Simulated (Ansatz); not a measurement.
A surface is cut from this relaxed crystal of MoS₂:

```xyz
3
Lattice="1.5716 0.9073 6.2833 -1.5716 0.9073 6.2833 0.0000 -1.8147 6.2833" Properties=species:S:1:pos:R:3 pbc="T T T"
Mo    0.0000    0.0000    0.0000
S     0.0000    0.0000   14.1244
S     0.0000    0.0000   11.0081
```

Miller indices refer to the conventional cell of R3m (No. 160), a = 3.143 Å, b = 3.143 Å, c = 18.850 Å, α = 90.00°, β = 90.00°, γ = 120.00°. The bulk's gap is 0.99 eV.

These are results of DFT PBEsol, scalar-relativistic, plane waves, PAW in Ansatz 0.2.0, not measurements. Cutoff 420 eV, Gaussian smearing of 0.05 eV, no spin polarisation. A dipole correction acts along the normal.

This cut of an insulator is polar or leaves open shells, so the slab is metallic here; real surfaces compensate by reconstruction or adsorbates.

A relaxed slab with low-index faces, about a nanometre thick, has these properties:

```
Surface energy (mean of both faces)   : 2.63 J/m²
Gap of the slab on the mesh           : none (metal or semimetal)
Work function                         : 5.10 eV (top), 3.40 eV (bottom)
Dipole of the slab along +c, per cell : -0.19 e·Å
```

Task: Which low-index plane was cut, and which atoms end it?

Result: The (101) plane, with S in the top plane and Mo in the bottom one as cut, before relaxation. The planes from bottom to top: Mo, S, S, Mo, S, S, Mo, S, S, Mo, S, S, Mo, S, S.